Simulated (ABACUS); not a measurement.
The system is Cl.

```xyz
4
Lattice="3.1450 -2.2500 0.0000 3.1450 2.2500 0.0000 0.0000 0.0000 8.2100" Properties=species:S:1:pos:R:3 pbc="T T T"
Cl    3.1450    0.5850    3.2840
Cl    3.1450    1.6650    7.3890
Cl    3.1450   -0.5850    4.9260
Cl    3.1450   -1.6650    0.8210
```

* Program: ABACUS 3.10.1
* Task: relaxation of cell and atoms
* Functional: PBE
* Potentials or basis: PseudoDojo NC SR 0.4.1 PBE standard
* Cutoff: 789 eV
* Density cutoff: 3157 eV
* Basis: plane waves
* k mesh: 5 × 5 × 3
* Occupations: fermi-dirac, width 0.05 eV
* Spin: no spin polarisation

At the start: pressure 0.6 GPa; volume 29.05 Å³/atom.

Task: Where does the relaxation end?

Result: Over 57 steps the energy falls by 17.2 meV/atom and the volume is 32.75 Å³/atom (+12.8 %); space group Cmce (No. 64, to 0.05 Å).

The path:
| step | energy change (eV) | largest force (eV/Å) | pressure (GPa) | volume (Å³) |
| --- | --- | --- | --- | --- |
| 1 | 0.0000 | 0.0942 | 0.59 | 116.19 |
| 3 | -0.0279 | 0.3686 | -0.50 | 123.71 |
| 5 | -0.0443 | 0.1791 | -0.20 | 125.72 |
| 7 | -0.0550 | 0.1949 | 0.36 | 129.17 |
| 9 | -0.0620 | 0.0814 | 0.03 | 134.60 |
| 11 | -0.0623 | 0.0260 | -0.08 | 134.14 |
| 13 | -0.0633 | 0.0340 | -0.03 | 133.32 |
| 15 | -0.0644 | 0.0383 | -0.12 | 132.94 |
| 17 | -0.0647 | 0.0403 | 0.00 | 132.67 |
| 19 | -0.0655 | 0.0366 | 0.01 | 132.34 |
| 21 | -0.0657 | 0.0289 | -0.09 | 132.39 |
| 23 | -0.0660 | 0.0260 | -0.08 | 132.28 |
| 25 | -0.0661 | 0.0304 | 0.00 | 132.10 |
| 27 | -0.0665 | 0.0228 | -0.01 | 131.99 |
| 29 | -0.0667 | 0.0229 | -0.07 | 131.97 |
| 31 | -0.0669 | 0.0320 | 0.02 | 131.79 |
| 33 | -0.0671 | 0.0281 | 0.02 | 131.68 |
| 35 | -0.0673 | 0.0229 | -0.06 | 131.74 |
| 37 | -0.0674 | 0.0174 | -0.06 | 131.69 |
| 39 | -0.0675 | 0.0146 | 0.00 | 131.58 |
| 41 | -0.0676 | 0.0122 | -0.01 | 131.55 |
| 43 | -0.0678 | 0.0109 | -0.01 | 131.48 |
| 45 | -0.0681 | 0.0116 | -0.01 | 131.35 |
| 47 | -0.0684 | 0.0262 | -0.06 | 131.29 |
| 49 | -0.0685 | 0.0148 | 0.01 | 131.17 |
| 51 | -0.0688 | 0.0133 | 0.01 | 131.07 |
| 53 | -0.0688 | 0.0188 | -0.04 | 131.13 |
| 55 | -0.0689 | 0.0186 | -0.04 | 131.09 |
| 57 | -0.0690 | 0.0099 | 0.00 | 131.01 |

Final structure:
```
Cl
1.0
     3.59901   -2.21922    0.00000
     3.59901    2.21922    0.00000
     0.00000    0.00000    8.20142
Cl
4
Cartesian
  3.5990 0.5217 3.2344
  3.5990 1.6975 7.3351
  3.5990 -0.5217 4.9670
  3.5990 -1.6975 0.8663
```

Caveat: the volume moved by +13 % from the deposited cell, more than functionals usually miss.
